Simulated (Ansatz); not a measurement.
# Hf (Fm-3m) in Ansatz: further runs

Runs on Hf. Level: r2SCAN. Tasks: single point, equation of state.

All numbers are computed with Ansatz 0.2.0; they aren't measurements. Logs are shortened: lines on timing, memory, paths and dates and some standing lists are left out, and cuts for length are marked.

### Step 1. Starting point

The structure is cubic, space group Fm-3m (No. 225). Conventional cell: a = 4.440 Å, b = 4.440 Å, c = 4.440 Å, α = 90.00°, β = 90.00°, γ = 90.00°. Hf (site symmetry m-3m) is surrounded by 12 Hf at 3.14 Å.

This isn't the form of Hf at room conditions, which is hcp.

### Step 2. Single point, r2SCAN, 20.57 Å³/atom (volume scaled by 0.94)

File input.yaml:

```yaml
crystal:
  lattice:
    - [0.0, 2.1746811613, 2.1746811613]
    - [2.1746811613, 0.0, 2.1746811613]
    - [2.1746811613, 2.1746811613, 0.0]
  atoms:
    - { symbol: Hf, position: [0.0, 0.0, 0.0] }
hamiltonian:
  xc: r2scan
  pseudopotentials: { kind: paw }
kpoints:
  mp_grid: { grid: [10, 10, 10] }
scf:
  occupations: { method: fermi_dirac, width: 0.05 }
output:
  forces: true
  stress: true
  eigenvalues: true
  write_density: true
  write_potential: true
  elf: true
  volumetric_format: npy
```

Potentials or basis: Ansatz PAW.

The run is started by

```
ansatz run input.yaml --threads 2 --pin off --max-ram 5632MiB --backend cpu --events-out ev --progress --plain --runs-dir out
```

Output:

```text
Warning: RAYON_NUM_THREADS=2 ignored (pool sized by the plan → 2); use --threads N
Engine: ansatz 0.2.0, aarch64-unknown-linux-gnu
Pseudopotentials: kind: paw
Pseudopotential: Hf, paw, valence charge 26, recommended cutoff 500 eV (meta_gga), Hf.paw.azcp
Functional definition: r2SCAN
  parameter k0 = 0.174
  parameter k1 = 0.065
  parameter a1 = 4.9479
  exchange = r2scan_x(k0 = k0, k1 = k1, a1 = a1)
  correlation = r2scan_c
Crystal: 1 atoms, lattice volume = 20.569 Å³
Basis set: ecut = 500 eV, 531 PW (Γ), exchange–correlation on 96×96×96 points (64 copies of the dense FFT grid, shifted against one another)
Bands: 17, of which v1, the nominal top of the filled ones, is band 13 counted from 1 (12 counted from 0)
Symmetry: 48 space group operations
Space group: Fm-3m (ITA 225), of the structure as read, at distance tolerance 2.7e-5 Å
k-points: 47 of 1000
Non-local potential: Hf, projectors of the file, l = 0: 3, l = 1: 2, l = 2: 2, l = 3: 3
PAW form: soft (Blöchl's): semilocal exchange-correlation on the pseudo side does not see the compensation charge
PAW frozen core: Hf, regenerated for the run's functional (the file was generated under x = pbe(κ = 0.804, μ = 0.2195149727645171), c = pbe(β = 0.06672455060314922))
PAW one-centre angular grid: Hf, 974 points (default); XC on 160 Gauss nodes
Initial density: superposition of atomic densities (neutral atoms: chi_scale 0, normalization atom), corrected by the library's trained network
Initial wavefunctions: pseudopotential atomic-orbital guess
Functional: x = r2scan, c = r2scan; τ floored in thin density (d = 2e-4 eV/Å³)
SCF iter   1: F=—  HF=-15732.915726 eV  |F-HF|=—  |Δ(HF+E_count)|=         —  Δρ=8.51e-3  dr2=8.44e-3  dr2_τ=1.63e-2  ethr=1.77e-3  ⟨swp⟩=4.6  Hψ=3414  notcnv=0
preconditioner: auto → none  [metal: Δε(μ)=0.106 eV  Ē_g=19.610 eV  σ=0.050 eV  W_gap=0.41  n_scr=8 (ndim 8)  ℏωp=40.1 eV  f_vac=0.000  D(μ)=0.95/eV (n_scr^D=14)  sad-step TF]
SCF iter   2: F=—  HF=-15732.927691 eV  |F-HF|=—  |Δ(HF+E_count)|=   1.20e-2  Δρ=3.08e-3  dr2=8.87e-4  dr2_τ=8.55e-4  ethr=3.24e-5  ⟨swp⟩=2.1  Hψ=1984  notcnv=0  defer=1
SCF iter   3: F=—  HF=-15732.927318 eV  |F-HF|=—  |Δ(HF+E_count)|=   3.73e-4  Δρ=2.26e-3  dr2=4.60e-4  dr2_τ=9.14e-5  ethr=3.41e-6  ⟨swp⟩=2.0  Hψ=1374  notcnv=0  defer=1
SCF iter   4: F=—  HF=-15732.927610 eV  |F-HF|=—  |Δ(HF+E_count)|=   2.92e-4  Δρ=1.25e-4  dr2=3.06e-6  dr2_τ=2.03e-6  ethr=1.77e-6  ⟨swp⟩=2.0  Hψ=1370  notcnv=0  defer=1
SCF iter   5: F=—  HF=-15732.927613 eV  |F-HF|=—  |Δ(HF+E_count)|=   2.59e-6  Δρ=2.36e-5  dr2=3.80e-8  dr2_τ=2.60e-8  ethr=1.18e-8  ⟨swp⟩=2.0  Hψ=1405  notcnv=0  defer=1
SCF iter   6: F=-15732.927613 eV  HF=-15732.927613 eV  |F-HF|=7.38e-9  |Δ(HF+E_count)|=   6.23e-8  Δρ=1.14e-5  dr2=1.10e-8  dr2_τ=1.16e-9  ethr=1.46e-10  ⟨swp⟩=8.0  Hψ=5329  notcnv=0
SCF 1 converged in 6 iterations: F = -15732.927613 eV  dr2 = 1.10e-8
SCF converged after 6 iterations
Free energy (F): -15732.927613 eV
Harris-Foulkes:  -15732.927613 eV  (|F-HF|=7.38e-9)
Internal energy: -15732.919084 eV  (E = F + TS)
E sigma→0 (E₀):  -15732.923348 eV
Entropy (-TS):   -0.008529 eV (-8.529 meV/atom)
Fermi energy:    21.538195 eV
--- Per-component energies (eV) ---
  E_band       = 74.589719
  E_kinetic    = 428.203198
  E_local      = -4846.342848  (includes V_loc(G=0)·N_el)
  E_nonlocal   = -1248.318784
  E_hartree    = 2301.527123
  E_xc         = -284.599240
  E_vxc        = -295.237868  (∫ρ·V_xc dr)
  E_paw        = -6953.097878  (= ΣΔE_a)
  E_vpaw       = 1418.573883  (= ΣTr[D̂ρ^β])
  E_aug_tail   = -0.000001  (compensation charges beyond the density's cutoff)
  E_vtau       = 14.659971  (kinetic-family band-sum trace: ∫τ·v_τ [+ j·A + Jᵃ·Aᵃ] dr)
  E_ewald      = -5130.612176
  E_core_change = 0.321522  (= ΣΔE_core)
  E_smearing   = -0.008529  (= −TS)
  E_closure    = -0.000000  (closes the sum)
  Σ components = -15732.927613   (vs F -15732.927613, Δ=0.00e0)
--- Forces (eV/Å), atoms counted from 1 ---
  atom   1  Hf    -0.00000000     0.00000000    -0.00000000
  max |Σ_I F_I| component: 4.11e-32 eV/Å
--- Stress (GPa, compression-positive) ---
       10.006760       0.000000      -0.000000
        0.000000      10.006760      -0.000000
       -0.000000      -0.000000      10.006760
  P = ⅓ Tr σ = 10.0068 GPa (100.068 kbar)
--- Band table (eV; the first three rows and the last of 47) ---
  k-point 0: bands = ["-41.7276", "-9.2417", "-9.2417", "-9.2417", "9.8462", "9.8889", "9.8889", "9.8889", "9.9845", "9.9845", "9.9845", "13.6974", "23.1275", "23.1275", "23.1275", "26.4449", "26.4449"]
  k-point 1: bands = ["-41.7182", "-9.3569", "-9.2557", "-9.2557", "9.8530", "9.8872", "9.8940", "9.8940", "9.9753", "9.9753", "9.9848", "14.0942", "22.7262", "23.3107", "23.3107", "26.2428", "26.2428"]
  k-point 2: bands = ["-41.6936", "-9.6493", "-9.2922", "-9.2922", "9.8646", "9.8899", "9.9065", "9.9065", "9.9536", "9.9536", "9.9857", "15.1569", "21.9484", "23.5827", "23.5827", "26.1178", "26.1178"]
  k-point 46: bands = ["-41.5960", "-10.0704", "-9.8695", "-9.6541", "9.8982", "9.9052", "9.9061", "9.9290", "9.9342", "9.9357", "9.9597", "19.2037", "20.3646", "21.8823", "24.9588", "29.4621", "31.8432"]
```

v_z.tsv:

```text
# z_ang	v_es[eV]	v_tot[eV]
# format = ansatz-planar-average/11
# xc	r2scan
# density_cutoff_ev	2000
# datasets	Hf=:simpson_from_first_knot:soft:shift=0
# lattice	0.000000000	2.174681161	2.174681161
# lattice	2.174681161	0.000000000	2.174681161
# lattice	2.174681161	2.174681161	0.000000000
# sites	1
# site	72	0.000000000	0.000000000	0.000000000
0.000000	6.955873e0	-9.495067e0
0.128144	7.098463e0	-9.178665e0
0.256289	7.548409e0	-8.259426e0
0.384433	8.359977e0	-6.730630e0
0.512577	9.591190e0	-4.656127e0
0.640722	1.124857e1	-2.147736e0
[... 16 lines left out ...]
2.819175	7.548409e0	-8.259426e0
2.947319	7.098463e0	-9.178665e0
```

Run time: 2.7 s. Hardware: 2 threads of Arm Neoverse N1, shared host; peak memory 0.34 GiB.

What came out:

```
Free energy            : -15732.9276 eV
Pressure               : 10.0 GPa
Band gap on the k mesh : none (metal or under the smearing width)
```

Caveat: the PAW data sets come from PBE, with cores solved anew for the run's functional, which leaves a small shift of forces and pressure.

### Step 3. Single point, r2SCAN, 21.01 Å³/atom (volume scaled by 0.96)

File input.yaml:

```yaml
crystal:
  lattice:
    - [0.0, 2.189996322, 2.189996322]
    - [2.189996322, 0.0, 2.189996322]
    - [2.189996322, 2.189996322, 0.0]
  atoms:
    - { symbol: Hf, position: [0.0, 0.0, 0.0] }
hamiltonian:
  xc: r2scan
  pseudopotentials: { kind: paw }
kpoints:
  mp_grid: { grid: [10, 10, 10] }
scf:
  occupations: { method: fermi_dirac, width: 0.05 }
output:
  forces: true
  stress: true
  eigenvalues: true
```

Potentials or basis: Ansatz PAW.

The run is started by

```
ansatz run input.yaml --threads 2 --pin off --max-ram 5632MiB --backend cpu --events-out ev --progress --plain --runs-dir out
```

It took 2.2 s on 2 threads of Arm Neoverse N1, shared host; peak memory 0.34 GiB.

The run converged. Its results:

```yaml
Free_energy: -15732.9511 eV
Pressure: 7.2 GPa
Band_gap_on_the_k_mesh: none (metal or under the smearing width)
```

Caveat: the PAW data sets come from PBE, with cores solved anew for the run's functional, which leaves a small shift of forces and pressure.

### Step 4. Single point, r2SCAN, 21.44 Å³/atom (volume scaled by 0.98)

Edit input.yaml of step 3 so:

```diff
@@ -2,5 +2,5 @@
   lattice:
-    - [0.0, 2.189996322, 2.189996322]
-    - [2.189996322, 0.0, 2.189996322]
-    - [2.189996322, 2.189996322, 0.0]
+    - [0.0, 2.2051002222, 2.2051002222]
+    - [2.2051002222, 0.0, 2.2051002222]
+    - [2.2051002222, 2.2051002222, 0.0]
   atoms:
```

The run is started by

```
ansatz run input.yaml --threads 2 --pin off --max-ram 5632MiB --backend cpu --events-out ev --progress --plain --runs-dir out
```

Wall time 2.3 s (2 threads of Arm Neoverse N1, shared host); peak memory 0.34 GiB.

Results (log left out):

* Free energy: -15732.9675 eV
* Pressure: 4.8 GPa
* Band gap on the k mesh: none (metal or under the smearing width)

Caveat: the PAW data sets come from PBE, with cores solved anew for the run's functional, which leaves a small shift of forces and pressure.

### Step 5. Single point, r2SCAN, 21.88 Å³/atom

Edit input.yaml of step 4 so:

```diff
@@ -2,5 +2,5 @@
   lattice:
-    - [0.0, 2.2051002222, 2.2051002222]
-    - [2.2051002222, 0.0, 2.2051002222]
-    - [2.2051002222, 2.2051002222, 0.0]
+    - [0.0, 2.22, 2.22]
+    - [2.22, 0.0, 2.22]
+    - [2.22, 2.22, 0.0]
   atoms:
```

The run is started by

```
ansatz run input.yaml --threads 2 --pin off --max-ram 5632MiB --backend cpu --events-out ev --progress --plain --runs-dir out
```

It took 2.3 s on 2 threads of Arm Neoverse N1, shared host; peak memory 0.34 GiB.

The run converged. Its results:

| Property | Result |
| --- | --- |
| Free energy | -15732.9774 eV |
| Pressure | 2.5 GPa |
| Band gap on the k mesh | none (metal or under the smearing width) |

Caveat: the PAW data sets come from PBE, with cores solved anew for the run's functional, which leaves a small shift of forces and pressure.

### Step 6. Single point, r2SCAN, 22.32 Å³/atom (volume scaled by 1.02)

Edit input.yaml of step 5 so:

```diff
@@ -2,5 +2,5 @@
   lattice:
-    - [0.0, 2.22, 2.22]
-    - [2.22, 0.0, 2.22]
-    - [2.22, 2.22, 0.0]
+    - [0.0, 2.2347024152, 2.2347024152]
+    - [2.2347024152, 0.0, 2.2347024152]
+    - [2.2347024152, 2.2347024152, 0.0]
   atoms:
```

Potentials or basis: Ansatz PAW.

The run is started by

```
ansatz run input.yaml --threads 2 --pin off --max-ram 5632MiB --backend cpu --events-out ev --progress --plain --runs-dir out
```

Wall time 2.3 s (2 threads of Arm Neoverse N1, shared host); peak memory 0.34 GiB.

The run converged. Its results:

```yaml
Free_energy: -15732.9815 eV
Pressure: 0.5 GPa
Band_gap_on_the_k_mesh: none (metal or under the smearing width)
```

Caveat: the PAW data sets come from PBE, with cores solved anew for the run's functional, which leaves a small shift of forces and pressure.

### Step 7. Single point, r2SCAN, 22.76 Å³/atom (volume scaled by 1.04)

Edit input.yaml of step 6 so:

```diff
@@ -2,5 +2,5 @@
   lattice:
-    - [0.0, 2.2347024152, 2.2347024152]
-    - [2.2347024152, 0.0, 2.2347024152]
-    - [2.2347024152, 2.2347024152, 0.0]
+    - [0.0, 2.2492138765, 2.2492138765]
+    - [2.2492138765, 0.0, 2.2492138765]
+    - [2.2492138765, 2.2492138765, 0.0]
   atoms:
```

The run is started by

```
ansatz run input.yaml --threads 2 --pin off --max-ram 5632MiB --backend cpu --events-out ev --progress --plain --runs-dir out
```

Run time: 2.3 s. Hardware: 2 threads of Arm Neoverse N1, shared host; peak memory 0.34 GiB.

Results (log left out):

```yaml
Free_energy: -15732.9803 eV
Pressure: -1.4 GPa
Band_gap_on_the_k_mesh: none (metal or under the smearing width)
```

Caveat: the PAW data sets come from PBE, with cores solved anew for the run's functional, which leaves a small shift of forces and pressure.

### Step 8. Single point, r2SCAN, 23.20 Å³/atom (volume scaled by 1.06)

Edit input.yaml of step 7 so:

```diff
@@ -2,5 +2,5 @@
   lattice:
-    - [0.0, 2.2492138765, 2.2492138765]
-    - [2.2492138765, 0.0, 2.2492138765]
-    - [2.2492138765, 2.2492138765, 0.0]
+    - [0.0, 2.2635404658, 2.2635404658]
+    - [2.2635404658, 0.0, 2.2635404658]
+    - [2.2635404658, 2.2635404658, 0.0]
   atoms:
```

The run is started by

```
ansatz run input.yaml --threads 2 --pin off --max-ram 5632MiB --backend cpu --events-out ev --progress --plain --runs-dir out
```

Run time: 2.5 s. Hardware: 2 threads of Arm Neoverse N1, shared host; peak memory 0.35 GiB.

It converged, with:

* Free energy: -15732.9741 eV
* Pressure: -3.1 GPa
* Band gap on the k mesh: none (metal or under the smearing width)

Caveat: the PAW data sets come from PBE, with cores solved anew for the run's functional, which leaves a small shift of forces and pressure.

### Step 9. Equation of state, r2SCAN

Potentials or basis: Ansatz PAW.

No new run: the results of the series are fitted here.

Results:

- Equilibrium volume: 22.43 Å³/atom
- Bulk modulus: 98 GPa
- Pressure derivative of the bulk modulus: 3.8 (rough: it moves with the points fitted)

Energy against volume, from the lowest point:
| volume (Å³/atom) | energy (meV/atom) |
| --- | --- |
| 20.569 | 53.88 |
| 21.007 | 30.38 |
| 21.444 | 14.03 |
| 21.882 | 4.11 |
| 22.320 | 0.00 |
| 22.757 | 1.21 |
| 23.195 | 7.36 |

Caveat: the PAW data sets were made with another functional, which shifts forces and pressure a little.
